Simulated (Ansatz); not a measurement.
System: Co (fcc type), 1 atom in the cell.

All numbers below come from PBE, all-electron LAPW, point nucleus in Ansatz 0.2.0 development build.

k-mesh 12×12×12 Γ-centred; Fermi–Dirac smearing of 0.1 eV; no spin polarisation.

```yaml
crystal:
  lattice:
    - [0.00000, 1.72500, 1.72500]
    - [1.72500, 0.00000, 1.72500]
    - [1.72500, 1.72500, 0.00000]
  atoms:
    - { symbol: Co, position: [0.00000, 0.00000, 0.00000] }
```
Lattice in Å, positions in fractions of it.

**Question.** Is the cell under compression or tension, and by how much?

**Answer.** The pressure is 1.58 GPa, so at these settings the cell is compressed and would expand.

This cubic structure is a model: it isn't the usual form of the substance at ambient conditions, and such phases are metastable or hypothetical. The real material is magnetic: without spin this is a model state, and volume, stiffness and gap can lie far from those of the magnetic ground state. The k-mesh is modest, so these values aren't fully converged in k.
